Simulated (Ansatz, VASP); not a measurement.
# ZnSe (Stilleite): VASP beside Ansatz, part 2 of 2

One calculation is typed for both programs; each brings its own data sets and cutoff. How far apart do they land?

VASP 6.6.1 and Ansatz 0.2.0.

So far. Step 2 (VASP: band structure, LDA, spin-orbit coupling): The run ends at a pressure of -3.19 GPa.

### 3. Ansatz: band structure, LDA, spin-orbit coupling

Level of this step: Ansatz beside VASP: Kohn-Sham DFT, plane waves, LDA, spin-orbit coupling (Ansatz).

Ansatz runs on its fully relativistic PAW (standard-fr) files.

The same cell, functional (in two slightly different forms), mesh and smearing now go to Ansatz, which takes its cutoff from its data sets.

input.yaml

```yaml
crystal:
  lattice:
    - [0.0, 2.8338, 2.8338]
    - [2.8338, 0.0, 2.8338]
    - [2.8338, 2.8338, 0.0]
  atoms:
    - { symbol: Se, position: [0.75, 0.75, 0.75] }
    - { symbol: Zn, position: [0.0, 0.0, 0.0] }
hamiltonian:
  xc: lda
  pseudopotentials: { kind: paw_fr }
magnetization:
  noncollinear: true
  spin_orbit: true
kpoints:
  mp_grid: { grid: [4, 4, 4] }
  band_path:
    path:
      - [0.0, 0.0, 0.0]
      - [0.18182, 0.0, 0.18182]
      - [0.36364, 0.0, 0.36364]
      - [0.5, 0.0, 0.5]
      - [0.5, 0.09091, 0.59091]
      - [0.5, 0.18182, 0.68182]
      - [0.5, 0.25, 0.75]
      - [0.45455, 0.29545, 0.75]
      - [0.40909, 0.34091, 0.75]
      - [0.375, 0.375, 0.75]
      - [0.20455, 0.20455, 0.40909]
      - [0.06818, 0.06818, 0.13636]
      - [0.04545, 0.04545, 0.04545]
      - [0.22727, 0.22727, 0.22727]
      - [0.40909, 0.40909, 0.40909]
      - [0.51136, 0.47727, 0.51136]
      - [0.55682, 0.38636, 0.55682]
      - [0.60227, 0.29545, 0.60227]
      - [0.61364, 0.25, 0.63636]
      - [0.56818, 0.25, 0.68182]
      - [0.51136, 0.25, 0.73864]
      - [0.5, 0.29545, 0.70455]
      - [0.5, 0.38636, 0.61364]
      - [0.5, 0.47727, 0.52273]
      - [0.47727, 0.47727, 0.54545]
      - [0.43182, 0.43182, 0.63636]
      - [0.38636, 0.38636, 0.72727]
      - [0.60227, 0.20455, 0.60227]
      - [0.55682, 0.11364, 0.55682]
      - [0.5, 0.0, 0.5]
    npoints: 1
scf:
  occupations: { method: gaussian, width: 0.01 }
  n_extra_bands: 14
output:
  forces: true
  stress: true
  eigenvalues: true
  write_density: true
  write_potential: true
  elf: true
  volumetric_format: npy
```

Launch:

```
$ ansatz run input.yaml --threads 2 --pin off --max-ram 4608MiB --backend cpu --events-out ev --progress --plain --runs-dir out
```

Numbers of over 12 decimals in the logs are rounded to 6 here.

Log:

```text
scf.n_extra_bands = 14 over 28 filled bands (N_el = 28.0): the run solves 42 bands
Engine: ansatz 0.2.0, aarch64-unknown-linux-gnu
Pseudopotentials: kind: paw_fr
Pseudopotential: Se, paw_fr, valence charge 16, recommended cutoff 420 eV (normal), Se.paw.azcp#standard-fr
Pseudopotential: Zn, paw_fr, valence charge 12, recommended cutoff 420 eV (normal), Zn.paw.azcp#standard-fr
Functional definition: SPW92
  exchange = slater_x
  correlation = pw_c
non-collinear run that drives no moment, with spin-orbit: no starting moment large enough to seed its density (crystal.atoms[].spin), no starting occupations that ask for one, no magnetisation constraint and no magnetic field, so the semilocal B_xc is pinned to zero
Crystal: 2 atoms, lattice volume = 45.513 Å³
Basis set: ecut = 420 eV, 893 PW (Γ)
Bands: 42, of which v1, the nominal top of the filled ones, is band 28 counted from 1 (27 counted from 0)
Symmetry: 24 space group operations + 24 with time reversal
Magnetic group: BNS 216.75 (UNI 1577), of the structure as read, at distance tolerance 3.6e-5 Å
k-points: 8 of 64 (time reversal used)
Projection manifold: j_resolved (fully-relativistic pseudo-atomic orbitals)
Non-local potential: Se, projectors of the file, l = 0: 2, l = 1: 4, l = 2: 6, l = 3: 2
Non-local potential: Zn, projectors of the file, l = 0: 2, l = 1: 4, l = 2: 6, l = 3: 2
PAW form: soft (Blöchl's): semilocal exchange-correlation on the pseudo side does not see the compensation charge
PAW frozen core: Se, regenerated for the run's functional, and the local potential with it (the file was generated under x = pbe(κ = 0.804, μ = 0.219515), c = pbe(β = 0.066725))
PAW frozen core: Zn, regenerated for the run's functional, and the local potential with it (the file was generated under x = pbe(κ = 0.804, μ = 0.219515), c = pbe(β = 0.066725))
PAW one-centre angular grid: Se, 590 points (default); XC on 64 Gauss nodes
PAW one-centre angular grid: Zn, 590 points (default); XC on 64 Gauss nodes
Initial density: superposition of atomic densities (chi_scale 0.1, normalization cell, long waves kept (reshape's long-wave potential 0.00 eV rms))
Initial wavefunctions: pseudopotential atomic-orbital guess
Functional: x = slater, c = lda
SCF iter   1: F=—  HF=-8631.308192 eV  |F-HF|=—  |Δ(HF+E_count)|=         —  Δρ=5.38e-2  dr2=8.62e-1  dr2_m=0.00e0 (ungated)  ethr=3.10e-3  |M|=0.00e0 ∫|m|=0.00e0 μB  |m|>n=0.0e0 m-floor=0.0e0 τ_xc=0.0e0  β_m=0.30  ⟨swp⟩=8.1  Hψ=2190  notcnv=0  defer=14
preconditioner: auto → none  [insulator: Δε(μ)=0.875 eV  Ē_g=15.406 eV  σ=0.010 eV  W_gap=1.00  n_scr=14 (ndim 8)  ℏωp=23.4 eV  f_vac=0.061  D(μ)=0.00/eV (n_scr^D=0)  ε∞_Penn≈3.3]
SCF iter   2: F=—  HF=-8631.028370 eV  |F-HF|=—  |Δ(HF+E_count)|=   2.80e-1  Δρ=2.17e-2  dr2=1.25e-1  dr2_m=0.00e0 (ungated)  ethr=3.08e-3  |M|=0.00e0 ∫|m|=0.00e0 μB  |m|>n=0.0e0 m-floor=0.0e0 τ_xc=0.0e0  β_m=0.35  ⟨swp⟩=2.0  Hψ=584  notcnv=0  defer=56
SCF iter   3: F=—  HF=-8630.976623 eV  |F-HF|=—  |Δ(HF+E_count)|=   5.17e-2  Δρ=1.15e-2  dr2=3.25e-2  dr2_m=0.00e0 (ungated)  ethr=4.46e-4  |M|=0.00e0 ∫|m|=0.00e0 μB  |m|>n=0.0e0 m-floor=0.0e0 τ_xc=0.0e0  β_m=0.49  ⟨swp⟩=2.0  Hψ=442  notcnv=0  defer=56
SCF iter   4: F=—  HF=-8630.963039 eV  |F-HF|=—  |Δ(HF+E_count)|=   1.36e-2  Δρ=1.61e-3  dr2=8.15e-4  dr2_m=0.00e0 (ungated)  ethr=1.16e-4  |M|=0.00e0 ∫|m|=0.00e0 μB  |m|>n=0.0e0 m-floor=0.0e0 τ_xc=0.0e0  β_m=0.63  ⟨swp⟩=2.2  Hψ=484  notcnv=0  defer=56
SCF iter   5: F=—  HF=-8630.963412 eV  |F-HF|=—  |Δ(HF+E_count)|=   3.73e-4  Δρ=3.73e-4  dr2=6.93e-5  dr2_m=0.00e0 (ungated)  ethr=2.91e-6  |M|=0.00e0 ∫|m|=0.00e0 μB  |m|>n=0.0e0 m-floor=0.0e0 τ_xc=0.0e0  β_m=0.65  ⟨swp⟩=2.0  Hψ=554  notcnv=0  defer=56
SCF iter   6: F=—  HF=-8630.963422 eV  |F-HF|=—  |Δ(HF+E_count)|=   9.64e-6  Δρ=5.90e-5  dr2=1.22e-6  dr2_m=0.00e0 (ungated)  ethr=2.47e-7  |M|=0.00e0 ∫|m|=0.00e0 μB  |m|>n=0.0e0 m-floor=0.0e0 τ_xc=0.0e0  β_m=0.68  ⟨swp⟩=2.0  Hψ=504  notcnv=0  defer=56
SCF iter   7: F=-8630.963421 eV  HF=-8630.963421 eV  |F-HF|=6.20e-8  |Δ(HF+E_count)|=   8.44e-7  Δρ=1.53e-5  dr2=4.95e-8  dr2_m=0.00e0 (ungated)  ethr=3.57e-10  |M|=0.00e0 ∫|m|=0.00e0 μB  |m|>n=0.0e0 m-floor=0.0e0 τ_xc=0.0e0  ⟨swp⟩=14.0  Hψ=2930  notcnv=0
SCF 1 converged in 7 iterations: F = -8630.963421 eV  dr2 = 4.95e-8
  greatest PAW one-centre occupation: 0.999 electrons in one spin orbital (limit 2), on the Se atom at site 0 (counted from 0), in its partial waves of l = 2
NSCF: frozen V_eff on 30 k-points
SCF converged after 7 iterations
Magnetization: |M| = 0.0000 μB,  M = (+0.0000, +0.0000, +0.0000) μB
Absolute magnetization: 0.0000 μB (∫|m|)
  site 0: m = (+0.0000, +0.0000, +0.0000) μB, |m| = 0.0000 μB  (R = 1.01 Å)
  site 1: m = (+0.0000, +0.0000, +0.0000) μB, |m| = 0.0000 μB  (R = 1.01 Å)
Free energy (F): -8630.963421 eV
Harris-Foulkes:  -8630.963421 eV  (|F-HF|=6.20e-8)
Internal energy: -8630.963421 eV  (E = F + TS)
E sigma→0 (E₀):  -8630.963421 eV
Fermi energy:    7.059196 eV
--- Per-component energies (eV) ---
  E_band       = -393.075039
  E_kinetic    = 251.183604
  E_local      = -4404.876349  (includes V_loc(G=0)·N_el)
  E_nonlocal   = 28.187302
  E_hartree    = 2034.956543
  E_xc         = -238.962092
  E_vxc        = -151.862658  (∫ρ·V_xc dr)
  E_paw        = -3584.294740  (= ΣΔE_a)
  E_vpaw       = -185.615530  (= ΣTr[D̂ρ^β])
  E_aug_tail   = -0.000898  (compensation charges beyond the density's cutoff)
  E_ewald      = -2720.942845
  E_core_change = 3.786055  (= ΣΔE_core)
  E_smearing   = -0.000000  (= −TS)
  E_closure    = 0.000000  (closes the sum)
  Σ components = -8630.963421   (vs F -8630.963421, Δ=0.00e0)
--- Forces (eV/Å), atoms counted from 1 ---
  atom   1  Se     0.00000000    -0.00000000    -0.00000000
  atom   2  Zn    -0.00000000     0.00000000    -0.00000000
  max |Σ_I F_I| component: 1.48e-16 eV/Å
--- Stress (GPa, compression-positive) ---
       -3.052635      -0.000000       0.000000
       -0.000000      -3.052635       0.000000
       -0.000000       0.000000      -3.052635
  P = ⅓ Tr σ = -3.0526 GPa (-30.526 kbar)
--- Band table (eV; the first three rows and the last of 8) ---
  k-point 0: bands = [... 24 lower, 6.6181, 6.6181, 6.6181, 6.6181, 7.5002, 7.5002, 12.0732, 12.0732, ... 10 higher]
  k-point 1: bands = [... 24 lower, 5.8789, 5.8789, 6.1198, 6.1328, 9.0252, 9.0252, 12.7576, 12.7576, ... 10 higher]
  k-point 2: bands = [... 24 lower, 5.4884, 5.4884, 5.7278, 5.7278, 8.8189, 8.8189, 12.7256, 12.7256, ... 10 higher]
  k-point 7: bands = [... 24 lower, 3.5601, 3.7423, 3.7958, 3.8107, 11.7227, 11.8110, 11.9149, 12.0063, ... 10 higher]
```

The job ended after 11 s (2 threads of Arm Neoverse N1, shared host; peak memory 0.42 GiB).

### 4. Comparison

Known differences besides the potentials themselves: spin-orbit coupling enters by fully relativistic files in Ansatz and inside the spheres in VASP; the two LDA forms differ slightly; the data sets hold 28 valence electrons in Ansatz (fully relativistic PAW (standard-fr) files) and 26 in VASP; the cutoff is 420 eV in Ansatz and 430 eV in VASP; VASP's log shows a relativistic correction to its local exchange, Ansatz's none. Total energies have different zeros and are not compared.

Both answers:

| quantity | Ansatz | VASP | difference |
| --- | --- | --- | --- |
| gap over the path points (eV) | 0.882 | 0.900 | -0.018 |

Levels at points of the path, from each program's valence-band top (eV; 8 filled, then empty):

| k (reciprocal lattice) | Ansatz | VASP |
| --- | --- | --- |
| 0.000 0.000 0.000 | -6.41 -6.41 -0.40 -0.40 0.00 0.00 0.00 0.00 0.88 0.88 5.46 5.46 5.61 5.61 | -6.41 -6.41 -0.39 -0.39 0.00 0.00 0.00 0.00 0.90 0.90 5.44 5.44 5.59 5.59 |
| 0.182 0.000 0.182 | -6.38 -6.38 -2.29 -2.29 -1.04 -1.04 -0.83 -0.83 3.15 3.15 4.24 4.24 6.85 6.85 | -6.39 -6.39 -2.28 -2.28 -1.03 -1.03 -0.83 -0.83 3.16 3.16 4.23 4.23 6.84 6.84 |
| 0.364 0.000 0.364 | -6.31 -6.31 -4.28 -4.28 -2.12 -2.12 -1.95 -1.95 2.96 2.96 3.50 3.50 8.98 8.98 | -6.31 -6.31 -4.28 -4.28 -2.12 -2.12 -1.95 -1.95 2.95 2.95 3.50 3.50 8.98 8.98 |
| 0.500 0.000 0.500 | -6.19 -6.19 -4.98 -4.98 -2.43 -2.43 -2.25 -2.25 2.65 2.65 3.17 3.17 10.31 10.31 | -6.20 -6.20 -4.98 -4.98 -2.43 -2.43 -2.26 -2.26 2.65 2.65 3.17 3.17 10.31 10.31 |
| 0.500 0.091 0.591 | -6.19 -6.15 -4.98 -4.93 -2.64 -2.56 -2.44 -2.43 3.14 3.16 3.61 3.67 9.45 9.54 | -6.19 -6.16 -4.99 -4.93 -2.64 -2.56 -2.44 -2.43 3.14 3.15 3.61 3.67 9.44 9.54 |
| 0.500 0.182 0.682 | -6.16 -6.09 -4.96 -4.86 -2.96 -2.80 -2.73 -2.72 4.38 4.41 4.68 4.80 7.60 7.66 | -6.17 -6.09 -4.97 -4.87 -2.96 -2.81 -2.73 -2.73 4.37 4.40 4.68 4.80 7.60 7.65 |
| 0.500 0.250 0.750 | -6.15 -6.07 -4.96 -4.84 -3.06 -2.88 -2.82 -2.81 5.11 5.19 5.30 5.39 6.61 6.69 | -6.15 -6.07 -4.96 -4.84 -3.06 -2.88 -2.83 -2.81 5.10 5.19 5.30 5.39 6.60 6.68 |
| 0.455 0.295 0.750 | -6.16 -6.08 -4.96 -4.85 -3.19 -3.06 -2.53 -2.47 4.38 4.44 5.29 5.42 7.16 7.22 | -6.16 -6.09 -4.96 -4.85 -3.19 -3.07 -2.53 -2.48 4.38 4.44 5.29 5.42 7.16 7.21 |
| 0.409 0.341 0.750 | -6.17 -6.10 -4.98 -4.87 -3.31 -3.19 -2.09 -2.06 3.51 3.53 5.28 5.39 8.18 8.25 | -6.17 -6.10 -4.98 -4.87 -3.31 -3.20 -2.09 -2.06 3.50 3.52 5.28 5.39 8.17 8.24 |
| 0.375 0.375 0.750 | -6.17 -6.10 -4.99 -4.87 -3.33 -3.22 -1.94 -1.94 3.27 3.27 5.27 5.38 8.72 8.72 | -6.18 -6.11 -4.99 -4.88 -3.34 -3.23 -1.94 -1.94 3.27 3.27 5.27 5.38 8.70 8.71 |

Among the levels compared at these points, filled levels agree within 8 meV and empty ones within 18 meV. Not compared: the pressure (VASP's GW data sets at this cutoff don't carry it).

### 5. Summary of results

```
difference in gap over the path points (band structure, LDA, spin-orbit coupling) : -0.018 eV
```

What this shows: The difference in gap over the path points is -0.018 eV (band structure, LDA, spin-orbit coupling), within the 0.08 eV picked in this series as the mark of a large difference. 1 further run of this series is not shown here. Such differences can come from data sets, numerical settings and the points named under the comparisons, not from the functional's error against experiment.

[Lines on the potential files, build, host, timing and source positions are cut from VASP's logs without a mark.]

[Logs are printed without paths, hosts, clocks, repeated set-up lines and the standing remarks that a program may print on its own settings, such as how far it seeks lower states.]

[Hosts, paths, dates, database ids (printed as entryN), source tags and the programs' standing remarks are cut or masked in the printed files.]
